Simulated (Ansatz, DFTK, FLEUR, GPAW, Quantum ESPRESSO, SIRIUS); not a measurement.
TiSi2: 6 runs at one level of theory

```xyz
3
Lattice="-1.4729 1.7121 4.2121 1.4729 -1.7121 4.2121 1.4729 1.7121 -4.2121" Properties=species:S:1:pos:R:3 pbc="T T T"
Ti    0.0000    0.0000    0.0000
Si    0.0000    0.0000    5.6448
Si    0.0000    0.0000    2.7793
```

The cell comes from a database or a generator and needn't be the stable form of this composition.

Alike in all runs: task single point; functional PBEsol; k mesh 12 × 12 × 12; occupations fermi-dirac, width 0.05 eV; no spin polarisation; no spin-orbit coupling. Pressure is positive in compression and, in plane waves, holds the error of the finite cutoff.

```csv
program and potentials,plane-wave cutoff (eV),notes,band gap (eV),pressure (GPa),largest force (eV/Å)
"SIRIUS, all-electron FP-LAPW, apw+lo standard",-,-,no gap,-,0.066
"Ansatz, all-electron LAPW, scalar-relativistic",-,-,no gap,-3.63,0.067
"DFTK, PseudoDojo SR PBEsol 0.4.1 standard (PBEsol)",1143,-,?,?,?
"GPAW, PAW data sets generated for this functional",600,-,no gap,-3.26,0.062
"Quantum ESPRESSO, GBRV 1.5 PBEsol",612,-,no gap,-3.67,0.065
"FLEUR, all-electron, FLAPW",-,-,no gap,-,0.065
```

Task: Estimate from the other rows what the run with DFTK, PseudoDojo SR PBEsol 0.4.1 standard (PBEsol) gave.

Result: No band gap; pressure -3.66 GPa; largest force 0.065 eV/Å. The other rows, which needn't bracket it: pressure -3.67 to -3.26; largest force 0.062 to 0.067.
